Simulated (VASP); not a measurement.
# TePb (Fm-3m) in VASP: further runs

One crystal, TePb, is run at these levels: r2SCAN, PBEsol; tasks: relaxation of cell and atoms.

All numbers are computed with VASP 6.6.1; they aren't measurements. Logs are shortened: lines on timing, memory, paths and dates and some standing lists are left out, and cuts for length are marked.

### Step 1. The crystal as given

The structure is cubic, space group Fm-3m (No. 225). Conventional cell: a = 6.535 Å, b = 6.535 Å, c = 6.535 Å, α = 90.00°, β = 90.00°, γ = 90.00°. Around Te (site symmetry m-3m) lie 6 Pb at 3.27 Å. Pb (site symmetry m-3m) is surrounded by 6 Te at 3.27 Å.

### Step 2. Relaxation of cell and atoms, r2SCAN

Contents of INCAR:

```
SYSTEM = TePb
PREC     = Accurate       ! precision mode
ENCUT    = 600            ! plane-wave cutoff, eV
EDIFF    = 1E-7           ! SCF threshold, eV
ISMEAR   = 0              ! smearing method
SIGMA    = 0.03           ! smearing width, eV
LREAL    = .False.        ! projectors in reciprocal space
LASPH    = .True.         ! aspherical terms in the spheres
NELM     = 80             ! most SCF steps
ALGO     = Normal         ! electronic algorithm
ISIF     = 3              ! what is computed and relaxed
LWAVE    = .False.        ! write WAVECAR
LCHARG   = .False.        ! write CHGCAR
METAGGA  = R2SCAN         ! meta-GGA
LMIXTAU  = .True.       
IBRION   = 2              ! ionic algorithm
NSW      = 90             ! ionic steps
EDIFFG   = -0.005         ! ionic threshold
```

Contents of KPOINTS:

```
regular mesh
0
Gamma
  8 8 8
  0 0 0
```

Contents of POSCAR:

```
TePb                                    
1.0
    0.0000000000      3.2676419678      3.2676419678
    3.2676419678     -0.0000000000      3.2676419678
    3.2676419678      3.2676419678      0.0000000000
  Te              Pb            
     1     1
Direct
     0.5000000000000000    0.5000000000000000    0.5000000000000000
     0.0000000000000000    0.0000000000000000    0.0000000000000000
```

Potentials or basis: VASP PAW PBE potentials, release 64 (Te, Pb_d).

Command:

```bash
cat potpaw_PBE.64/Te/POTCAR potpaw_PBE.64/Pb_d/POTCAR > POTCAR
mpirun -np 1 vasp_std > vasp.out
```

OUTCAR:

```text
SYSTEM = TePb
   PREC = Accurate
   ENCUT = 600
   EDIFF = 1E-7
   ISMEAR = 0
   LREAL = .False.
   LASPH = .True.
   NELM = 80
   ISIF = 3
   METAGGA = R2SCAN
   IBRION = 2
   NSW = 90
   EDIFFG = -0.005

 ion  position               nearest neighbor table
   1  0.500  0.500  0.500-   2 3.27   2 3.27   2 3.27   2 3.27   2 3.27   2 3.27
   2  0.000  0.000  0.000-   1 3.27   1 3.27   1 3.27   1 3.27   1 3.27   1 3.27

  LATTYP: Found a face centered cubic cell.
 ALAT       =     6.5352839356

  Lattice vectors:

 A1 = (   0.0000000000,   3.2676419678,   3.2676419678)
 A2 = (   3.2676419678,   0.0000000000,   3.2676419678)
 A3 = (   3.2676419678,   3.2676419678,   0.0000000000)

Analysis of symmetry for initial positions (statically):
=====================================================================
 Subroutine PRICEL returns:
 Original cell was already a primitive cell.

 Routine SETGRP: Setting up the symmetry group for a
 face centered cubic supercell.

 Subroutine GETGRP returns: Found 48 space group operations
 (whereof 48 operations were pure point group operations)
 out of a pool of 48 trial point group operations.

The static configuration has the point symmetry O_h .

Analysis of symmetry for dynamics (positions and initial velocities):
=====================================================================
 Subroutine PRICEL returns:
 Original cell was already a primitive cell.

 Routine SETGRP: Setting up the symmetry group for a
 face centered cubic supercell.

 Subroutine GETGRP returns: Found 48 space group operations
 (whereof 48 operations were pure point group operations)
 out of a pool of 48 trial point group operations.

The dynamic configuration has the point symmetry O_h .

 Subroutine INISYM returns: Found 48 space group operations
 (whereof 48 operations are pure point group operations),
 and found     1 'primitive' translations

----------------------------------------------------------------------------------------

                                     Primitive cell

  volume of cell :      69.7804

  direct lattice vectors                    reciprocal lattice vectors
     0.000000000  3.267641968  3.267641968    -0.153015540  0.153015540  0.153015540
     3.267641968  0.000000000  3.267641968     0.153015540 -0.153015540  0.153015540
     3.267641968  3.267641968  0.000000000     0.153015540  0.153015540 -0.153015540

  length of vectors
     4.621143588  4.621143588  4.621143588     0.265030690  0.265030690  0.265030690

[... 88 lines left out ...]
   POTIM  = 0.5000    time-step for ionic-motion
   TEBEG  =    0.0;   TEEND  =   0.0 temperature during run
   PSTRESS=    0.0 pullay stress
   NELECT =      20.0000    total number of electrons
   NUPDOWN=      -1.0000    fix difference up-down
   EMIN   =  10.00;   EMAX   =-10.00  energy-range for DOS
   EFERMI =   0.00;   METHOD = LEGACY
   ISMEAR =     0;   SIGMA  =   0.03  broadening in eV -4-tet -1-fermi 0-gaus
   EFERMI_NEDOS =   21; number of points for ismear=-14 and -15
   IALGO  =     38    algorithm
   IMIX   =      4    mixing-type and parameters
     AMIX     =   0.40;   BMIX     =  1.00
     AMIX_MAG =   1.60;   BMIX_MAG =  1.00
  volume/ion in A,a.u.               =      34.89       235.45
  Fermi-wavevector in a.u.,A,eV,Ry     =   1.079378  2.039729 15.851571  1.165058
  Thomas-Fermi vector in A             =   2.215342
   LORBIT       =      0    0 simple, 1 ext, 2 COOP (PROOUT), +10 PAW based schemes
   METAGGA = R2SCAN    functional components
   LHFCALC =     F    Hartree Fock is set to
   AEXX    =    0.0000 exact exchange contribution
   IVDW    =     0    specifies the selected vdW correction
   LEPSILON=     F    determine dielectric tensor
   LRPA    =     F    only Hartree local field effects (RPA)
 conjugate gradient relaxation of ions
 non-spin polarized calculation
 Gauss-broadening in eV      SIGMA  =   0.03
  energy-cutoff  :      600.00
  volume of cell :       69.78
 maximum number of plane-waves:      2346
 NGX is ok and might be reduce to    40
   NGX = 19   NGY = 19   NGZ = 19

 number of electron      20.0000001 magnetization

 Free energy of the ion-electron system (eV)
  ---------------------------------------------------
  ext. energy  EPLUGINS =         0.00000000
  ---------------------------------------------------
  free energy    TOTEN  =       -82.70666373 eV

  energy without entropy =      -82.70666373  energy(sigma->0) =      -82.70666373

 E-fermi :   5.2756     XC(G=0):  -9.6533

 val. band max:        5.0690390304   @ k =   0.5000   0.0000   0.0000
 cond. band min:       6.1624544458   @ k =   0.5000   0.0000   0.0000
 fundamental gap:      1.0934154153
 Fermi energy:         5.2755874017

 k-point     1 :       0.0000    0.0000    0.0000
  band No.  band energies     occupation
      1     -12.2464      2.00000
      2     -12.2464      2.00000
      3     -12.2373      2.00000
      4     -12.2373      2.00000
      5     -12.2373      2.00000
      6      -7.1527      2.00000
      7      -0.6495      2.00000
      8       3.7159      2.00000
      9       3.7159      2.00000
     10       3.7159      2.00000
     11       9.3868      0.00000
     12       9.3868      0.00000
     13       9.3868      0.00000
     14      11.3364      0.00000
[... 377 lines left out ...]
      1     -12.2736      2.00000
      2     -12.2541      2.00000
      3     -12.2317      2.00000
      4     -12.2269      2.00000
      5     -12.2199      2.00000
      6      -5.5448      2.00000
      7      -3.3806      2.00000
      8       2.3656      2.00000
      9       2.5664      2.00000
     10       4.5962      2.00000
     11       6.6803      0.00000
     12       8.8790      0.00000
     13       9.2882      0.00000
     14      12.3483      0.00000

 [... further k-points ...]
[... 5 lines left out ...]
  --------------------------------------------------------------------------------------
  -------------------------------------------------------------------------------------
  Total        0.0046273      0.0046273      0.0046273     -0.0000000      0.0000000      0.0000000
  in kB        0.1062444      0.1062444      0.1062444     -0.0000000      0.0000000      0.0000000
  external PRESSURE =       0.1062444 kB  Pullay stress =       0.0000000 kB

 VOLUME and BASIS-vectors are now :
 -----------------------------------------------------------------------------
  energy-cutoff  :      600.00
  volume of cell :       69.78
      direct lattice vectors                 reciprocal lattice vectors
     0.000000000  3.267641968  3.267641968    -0.153015540  0.153015540  0.153015540
     3.267641968  0.000000000  3.267641968     0.153015540 -0.153015540  0.153015540
     3.267641968  3.267641968  0.000000000     0.153015540  0.153015540 -0.153015540

 POSITION                                       TOTAL-FORCE (eV/Angst)
 -----------------------------------------------------------------------------------
      3.26764      3.26764      3.26764        -0.000000     -0.000000      0.000000
      0.00000      0.00000      0.00000         0.000000      0.000000     -0.000000
 -----------------------------------------------------------------------------------
    total drift:                                0.000000     -0.000000     -0.000000

  FREE ENERGIE OF THE ION-ELECTRON SYSTEM (eV)
  ---------------------------------------------------
  free  energy   TOTEN  =       -82.7066637261 eV

  energy  without entropy=      -82.7066637261  energy(sigma->0) =      -82.70666373

 reached required accuracy - stopping structural energy minimisation
```

Wall time 1.8 min (1 thread of Intel Xeon 6975P-C (Granite Rapids), shared host); peak memory 0.28 GiB.

Results:

```yaml
Free_energy: -82.7067 eV
Pressure_after_relaxing: 0.0 GPa
Band_gap_on_the_k_mesh: 1.09 eV, direct
```

Final structure:
```xyz
2
Lattice="0.0000 3.2676 3.2676 3.2676 0.0000 3.2676 3.2676 3.2676 0.0000" Properties=species:S:1:pos:R:3 pbc="T T T"
Te    3.2676    3.2676    3.2676
Pb    0.0000    0.0000    0.0000
```

Levels at points of the mesh, in eV from the valence-band top:
```
           k point  band 7  band 8  band 9  band 10  band 11  band 12  band 13  band 14
(0.00, 0.00, 0.00)   -5.72   -1.35   -1.35    -1.35     4.32     4.32     4.32     6.27
(0.50, 0.00, 0.00)   -8.71   -0.90   -0.90     0.00     1.09     1.51     1.51     8.91
(0.50, 0.50, 0.00)   -7.44   -4.41   -2.76    -2.76     3.74     5.71     5.71     6.97
```

Caveat: the relaxation stopped at its first step, so nothing moved; the PAW data sets were made with another functional, which shifts forces and pressure a little; spin-orbit coupling is left out, which as a rule narrows the gap of such compounds by several tenths of an eV. A k mesh can miss the band edges.

(Continued in part 2 of 2.)
